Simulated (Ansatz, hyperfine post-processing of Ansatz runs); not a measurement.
# Reading the 7Li spectrum of LiNiP3O9

Calculated values: DFT, r2SCAN, plane-wave PAW, default files (PAW set soft_2), collinear spin, scalar-relativistic (Ansatz), contact and point-dipole shifts scaled to 320 K with Θ = 0 K (a pure Curie law); spin-only moments, above the ordering temperature.

```xyz
28
Lattice="10.0556 5.8056 4.6358 -5.0278 2.9028 2.3179 0.0000 -5.8056 2.3179" Properties=species:S:1:pos:R:3 pbc="T T T"
Ni    0.0000    0.0000    6.9043
Ni    5.0278    2.9028    9.2222
P     2.1235    3.8157    3.3453
P     7.1513    6.7185    5.6632
P    -4.3662   -0.0688    3.3453
P     0.6616    2.8339    5.6632
P     2.2427   -3.7468    3.3453
P     7.2705   -0.8441    5.6632
O     1.6050   -0.6119    5.8466
O     6.6328    2.2908    8.1645
O     1.2661    0.9632    1.3273
O     6.2939    3.8660    3.6452
O     1.2182    2.7645    4.1704
O     6.2460    5.6673    6.4883
O     0.2011   -1.5780    1.3273
O     5.2289    1.3248    3.6452
O    -0.2726    1.6960    5.8466
O     4.7552    4.5988    8.1645
O    -1.3325   -1.0840    5.8466
O     3.6953    1.8188    8.1645
O    -1.4672    0.6149    1.3273
O     3.5606    3.5177    3.6452
O    -3.0032   -0.3273    4.1704
O     2.0246    2.5755    6.4883
O     1.7850   -2.4372    4.1704
O     6.8128    0.4656    6.4883
Li    0.0000    0.0000    2.4729
Li    5.0278    2.9028    4.7908
```

7Li MAS at 9.4 T (155.6 MHz), 62.5 kHz, 320 K; contact and dipolar shift alone, no orbital or quadrupolar part; lines under 1.5 % of the strongest are left out. Lines of the NMR spectrum (strongest = 100):

| position (ppm) | intensity |
| --- | --- |
| -832.9 | 1.9 |
| -431.1 | 27 |
| -29.4 | 100 |
| 372.4 | 16 |
| 774.2 | 6.5 |

Q: Find the isotropic shifts among the lines and assign them to the Li sites.

Sidebands are spaced by 402 ppm (the spinning rate over the resonance of 155.6 MHz). An isotropic line need not be the tallest: it is the area-weighted centre of its own family of sidebands, and the one that stays put when the rate is changed. Isotropic shifts: -29 ppm for atom 27 and the 1 atom equivalent to it (1 Ni through links of 77° (3)), reduced anisotropy 673 ppm.

[Logs are printed without paths, hosts, clocks, repeated set-up lines and the standing remarks that a program may print on its own settings, such as how far it seeks lower states.]

[Hosts, paths, dates, database ids (printed as entryN), source tags and the programs' standing remarks are cut or masked in the printed files.]
